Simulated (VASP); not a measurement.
BN (zincblende): a PBEsol relaxation of cell and atoms in VASP

INCAR

```
NELM = 120
SIGMA = 0.02
GGA = PS
LCHARG = .FALSE.
EDIFF = 1E-7
IBRION = 2
LWAVE = .FALSE.
NBANDS = 11
LASPH = .TRUE.
LREAL = .FALSE.
ENCUT = 600
EDIFFG = -5E-3
ISIF = 3
PREC = Accurate
ISMEAR = -1
NSW = 40
```

KPOINTS

```
KPOINTS created by Atomic Simulation Environment
0
Gamma
10 10 10
0 0 0
```

POSCAR

```
B  N
 1.0000000000000000
    -0.0000000000000000    1.8122639363159465    1.8122639363159465
     1.8122639363159465    0.0000000000000000    1.8122639363159465
     1.8122639363159465    1.8122639363159465    0.0000000000000000
 B   N
   1   1
Cartesian
  0.0000000000000000 -0.0000000000000000 -0.0000000000000000
  0.9061319681579733  0.9061319681579733  0.9061319681579733
```

VASP ran with the recommended PBE PAW datasets (8 valence electrons in the cell).

Command

```
mpirun -np 1 vasp_std
```

OSZICAR

```
N       E                     dE             d eps       ncg     rms          rms(c)
DAV:   1     0.122015573619E+02    0.12202E+02   -0.54103E+03  1050   0.810E+02
DAV:   2    -0.187042758025E+02   -0.30906E+02   -0.29950E+02  1270   0.184E+02
DAV:   3    -0.192805759304E+02   -0.57630E+00   -0.57531E+00  1246   0.209E+01
DAV:   4    -0.192812814283E+02   -0.70550E-03   -0.70548E-03  1100   0.819E-01
DAV:   5    -0.192812820873E+02   -0.65903E-06   -0.65890E-06  1196   0.248E-02    0.648E+00
DAV:   6    -0.184492380779E+02    0.83204E+00   -0.26846E+00  1133   0.982E+00    0.320E+00
DAV:   7    -0.183684801966E+02    0.80758E-01   -0.94329E-02  1160   0.249E+00    0.185E+00
DAV:   8    -0.183482228203E+02    0.20257E-01   -0.32336E-02  1163   0.124E+00    0.174E-01
DAV:   9    -0.183482191019E+02    0.37184E-05   -0.84138E-04  1109   0.249E-01    0.785E-02
DAV:  10    -0.183482402123E+02   -0.21110E-04   -0.64560E-05  1148   0.772E-02    0.133E-02
DAV:  11    -0.183482421055E+02   -0.18932E-05   -0.40815E-06  1183   0.158E-02    0.822E-03
DAV:  12    -0.183482421981E+02   -0.92582E-07   -0.98701E-07  1133   0.696E-03
   1 F= -.18348242E+02 E0= -.18348242E+02  d E =-.183482E+02
       N       E                     dE             d eps       ncg     rms          rms(c)
DAV:   1    -0.183630571451E+02   -0.14815E-01   -0.42796E-01  1097   0.526E+00    0.890E-01
DAV:   2    -0.183488708934E+02    0.14186E-01   -0.55061E-02  1132   0.159E+00    0.249E-01
DAV:   3    -0.183481850662E+02    0.68583E-03   -0.20576E-03  1094   0.376E-01    0.958E-02
DAV:   4    -0.183479833520E+02    0.20171E-03   -0.23653E-04  1151   0.115E-01    0.291E-02
DAV:   5    -0.183479789661E+02    0.43858E-05   -0.13901E-05  1201   0.276E-02    0.175E-02
DAV:   6    -0.183479793860E+02   -0.41992E-06   -0.54543E-07  1124   0.825E-03    0.581E-04
DAV:   7    -0.183479793262E+02    0.59842E-07   -0.16143E-08   541   0.985E-04
   2 F= -.18347979E+02 E0= -.18347979E+02  d E =0.262872E-03
       N       E                     dE             d eps       ncg     rms          rms(c)
DAV:   1    -0.183552497550E+02   -0.72704E-02   -0.10953E-01  1097   0.264E+00    0.452E-01
DAV:   2    -0.183515685324E+02    0.36812E-02   -0.14661E-02  1132   0.808E-01    0.125E-01
DAV:   3    -0.183513978031E+02    0.17073E-03   -0.50551E-04  1088   0.188E-01    0.481E-02
DAV:   4    -0.183513439961E+02    0.53807E-04   -0.61666E-05  1151   0.582E-02    0.142E-02
DAV:   5    -0.183513423570E+02    0.16392E-05   -0.35302E-06  1175   0.138E-02    0.866E-03
DAV:   6    -0.183513419947E+02    0.36223E-06   -0.13742E-07   736   0.421E-03    0.336E-04
DAV:   7    -0.183513420240E+02   -0.29275E-07   -0.72888E-09   538   0.801E-04
   3 F= -.18351342E+02 E0= -.18351342E+02  d E =-.309983E-02
```

From OUTCAR

```
k-points           NKPTS =     47   k-points in BZ     NKDIM =     47   number of bands    NBANDS=     11

   NELECT =       8.0000    total number of electrons

   dimension x,y,z NGX =    20 NGY =   20 NGZ =   20
   dimension x,y,z NGXF=    40 NGYF=   40 NGZF=   40

  energy-cutoff  :      600.00
  volume of cell :       11.73
      direct lattice vectors                 reciprocal lattice vectors
    -0.000000000  1.803332493  1.803332493    -0.277264455  0.277264455  0.277264455
     1.803332493  0.000000000  1.803332493     0.277264455 -0.277264455  0.277264455
     1.803332493  1.803332493  0.000000000     0.277264455  0.277264455 -0.277264455

 k-points in reciprocal lattice and weights: KPOINTS created by Atomic Simulation Env
   0.00000000  0.00000000  0.00000000       0.001
   0.10000000  0.00000000  0.00000000       0.008
   0.20000000  0.00000000  0.00000000       0.008
   0.30000000  0.00000000  0.00000000       0.008
   0.40000000  0.00000000  0.00000000       0.008
   0.50000000  0.00000000  0.00000000       0.004
   0.10000000  0.10000000  0.00000000       0.006
   0.20000000  0.10000000  0.00000000       0.024
   ...

 E-fermi :   7.9555

 k-point     1 :       0.0000    0.0000    0.0000
  band No.  band energies     occupation
      1     -12.8842      2.00000
      2       7.4480      2.00000
      3       7.4480      2.00000
      4       7.4480      2.00000
      5      16.2420      0.00000
      6      16.2420      0.00000
      7      16.2420      0.00000
      8      17.8284      0.00000
      9      32.0883      0.00000
     10      35.2204      0.00000
     11      35.2204      0.00000

 k-point     2 :       0.1000    0.0000    0.0000
  band No.  band energies     occupation
      1     -12.6384      2.00000
      2       6.1629      2.00000
      3       7.1902      2.00000
      4       7.1902      2.00000
      5      16.5189      0.00000
      6      16.6311      0.00000
      7      16.6311      0.00000
      8      18.6271      0.00000
      9      31.7361      0.00000
     10      32.5090      0.00000
     11      32.5090      0.00000

 k-point     3 :       0.2000    0.0000    0.0000
  band No.  band energies     occupation
      1     -11.9144      2.00000
      2       3.4172      2.00000
      3       6.6117      2.00000
      4       6.6117      2.00000
      5      16.9093      0.00000
      6      17.4313      0.00000
      7      17.4313      0.00000
      8      20.2728      0.00000
      9      30.9765      0.00000
     10      31.0247      0.00000
     11      31.0247      0.00000

 k-point     4 :       0.3000    0.0000    0.0000
  band No.  band energies     occupation
      1     -10.7676      2.00000
      2       0.4260      2.00000
      3       6.0275      2.00000
      4       6.0276      2.00000
      5      17.2751      0.00000
      6      17.9897      0.00000
      7      17.9897      0.00000
      8      21.6195      0.00000
      9      30.5129      0.00000
     10      31.2932      0.00000
     11      31.2932      0.00000

 k-point     5 :       0.4000    0.0000    0.0000
  band No.  band energies     occupation
      1      -9.3930      2.00000
      2      -2.1645      2.00000
      3       5.6261      2.00000
      4       5.6261      2.00000
      5      17.5380      0.00000
      6      18.1201      0.00000
      7      18.1201      0.00000
      8      22.3648      0.00000
      9      30.5675      0.00000
     10      32.9911      0.00000
     11      32.9911      0.00000

 k-point     6 :       0.5000    0.0000    0.0000
  band No.  band energies     occupation
      1      -8.5822      2.00000
      2      -3.3950      2.00000
      3       5.4858      2.00000
      4       5.4858      2.00000
      5      17.6313      0.00000
      6      18.1072      0.00000
      7      18.1072      0.00000
      8      22.5946      0.00000
      9      30.7320      0.00000
     10      34.2722      0.00000
     11      34.2967      0.00000

 k-point     7 :       0.1000    0.1000    0.0000
  band No.  band energies     occupation
      1     -12.5567      2.00000
      2       6.6133      2.00000
      3       6.6741      2.00000
      4       6.6741      2.00000
      5      15.7601      0.00000
      6      17.2866      0.00000
      7      17.2866      0.00000
      8      18.6769      0.00000
      9      29.2994      0.00000
     10      33.0603      0.00000
     11      35.6788      0.00000

 k-point     8 :       0.2000    0.1000    0.0000
  band No.  band energies     occupation
      1     -11.9925      2.00000
      2       4.3594      2.00000
      3       5.9639      2.00000
      4       6.5005      2.00000
      5      15.8479      0.00000
      6      17.9929      0.00000
      7      18.3002      0.00000
      8      19.7877      0.00000
      9      27.6002      0.00000
     10      33.1402      0.00000
     11      33.9880      0.00000

 k-point     9 :       0.3000    0.1000    0.0000
  band No.  band energies     occupation
      1     -10.9840      2.00000
      2       1.4930      2.00000
      3       5.3754      2.00000
      4       5.9216      2.00000
      5      16.4340      0.00000
      6      18.4318      0.00000
      7      19.0123      0.00000
      8      20.8915      0.00000
      9      27.6911      0.00000
     10      32.7748      0.00000
     11      33.5556      0.00000

 k-point    10 :       0.4000    0.1000    0.0000
  band No.  band energies     occupation
      1      -9.6592      2.00000
      2      -1.2214      2.00000
      3       5.0681      2.00000
      4       5.2602      2.00000
      5      16.8872      0.00000
      6      18.6022      0.00000
      7      19.1232      0.00000
      8      21.9628      0.00000
      9      28.7662      0.00000
     10      32.8961      0.00000
     11      34.4446      0.00000

 k-point    11 :       0.5000    0.1000    0.0000
  band No.  band energies     occupation
      1      -8.5252      2.00000
      2      -3.0254      2.00000
      3       4.7474      2.00000
      4       5.0921      2.00000
      5      17.2128      0.00000
      6      18.5734      0.00000
      7      18.8781      0.00000
      8      22.8048      0.00000
      9      29.5372      0.00000
     10      33.8992      0.00000
     11      34.5411      0.00000

 k-point    12 :      -0.4000    0.1000    0.0000
  band No.  band energies     occupation
      1      -8.8130      2.00000
      2      -2.6015      2.00000
      3       4.5057      2.00000
      4       5.4298      2.00000
      5      17.6264      0.00000
      6      18.4233      0.00000
      7      18.5657      0.00000
      8      22.7576      0.00000
      9      29.8748      0.00000
     10      32.2529      0.00000
     11      34.2241      0.00000

 k-point    13 :      -0.3000    0.1000    0.0000
  band No.  band energies     occupation
      1     -10.1203      2.00000
      2      -0.3715      2.00000
      3       4.5969      2.00000
      4       6.0086      2.00000
      5      17.9336      0.00000
      6      18.1715      0.00000
      7      18.2573      0.00000
      8      21.8788      0.00000
      9      29.9020      0.00000
     10      29.9688      0.00000
     11      34.1482      0.00000

 k-point    14 :      -0.2000    0.1000    0.0000
  band No.  band energies     occupation
      1     -11.3655      2.00000
      2       2.4319      2.00000
      3       5.0442      2.00000
      4       6.6806      2.00000
      5      17.5089      0.00000
      6      17.5133      0.00000
      7      18.2153      0.00000
      8      20.7423      0.00000
      9      29.1369      0.00000
     10      29.7255      0.00000
     11      33.9838      0.00000

 k-point    15 :      -0.1000    0.1000    0.0000
  band No.  band energies     occupation
      1     -12.2332      2.00000
      2       4.9661      2.00000
      3       5.9431      2.00000
      4       7.1813      2.00000
      5      16.7834      0.00000
      6      16.8460      0.00000
      7      17.6064      0.00000
      8      19.5527      0.00000
      9      30.0840      0.00000
     10      30.3111      0.00000
     11      33.8655      0.00000

 k-point    16 :       0.2000    0.2000    0.0000
  band No.  band energies     occupation
      1     -11.5947      2.00000
      2       4.6454      2.00000
      3       5.1407      2.00000
      4       5.1407      2.00000
      5      14.7753      0.00000
      6      19.4354      0.00000
      7      19.6019      0.00000
      8      19.6019      0.00000
      9      25.7824      0.00000
     10      34.1710      0.00000
     11      37.0524      0.00000

 ...

  Total       -0.0007375     -0.0007375     -0.0007375     -0.0000000     -0.0000000      0.0000000
  in kB       -0.1007439     -0.1007439     -0.1007439     -0.0000000     -0.0000000      0.0000000
  external PRESSURE =      -0.1007439 kB  Pullay stress =       0.0000000 kB

 POSITION                                       TOTAL-FORCE (eV/Angst)
 -----------------------------------------------------------------------------------
      0.00000      0.00000      0.00000         0.000000      0.000000      0.000000
      0.90167      0.90167      0.90167        -0.000000     -0.000000     -0.000000
 -----------------------------------------------------------------------------------
    total drift:                                0.000000      0.000000      0.000000

  FREE ENERGIE OF THE ION-ELECTRON SYSTEM (eV)
  ---------------------------------------------------
  free  energy   TOTEN  =       -18.3513420240 eV

  energy  without entropy=      -18.3513420240  energy(sigma->0) =      -18.35134202
```

```json
{"ionic step": "1", "ΔE (meV/atom)": "0.0", "volume (Å³)": "11.90", "largest force (eV/Å)": "0.000", "pressure (GPa)": "-5.59", "electronic steps": "12"}
{"ionic step": "2", "ΔE (meV/atom)": "0.1", "volume (Å³)": "11.55", "largest force (eV/Å)": "0.000", "pressure (GPa)": "6.11", "electronic steps": "7"}
{"ionic step": "3", "ΔE (meV/atom)": "-1.5", "volume (Å³)": "11.73", "largest force (eV/Å)": "0.000", "pressure (GPa)": "-0.01", "electronic steps": "7"}
```

CONTCAR

```
B  N
   1.00000000000000
    -0.0000000000000000    1.8033324928218155    1.8033324928218155
     1.8033324928218155    0.0000000000000000    1.8033324928218155
     1.8033324928218155    1.8033324928218155    0.0000000000000000
  B               N
     1     1
Direct
     0.0000000000000000    0.0000000000000000    0.0000000000000000
     0.2500000000000000    0.2500000000000000    0.2500000000000000

  0.00000000E+00  0.00000000E+00  0.00000000E+00
  0.00000000E+00  0.00000000E+00  0.00000000E+00
```

- relaxed cell vector lengths: 2.550, 2.550, 2.550 Å
- relaxed cell volume: 11.73 Å³

The run took about 17 s on one core of a shared host (Intel Xeon Platinum 8488C) and held 0.12 GiB at most.
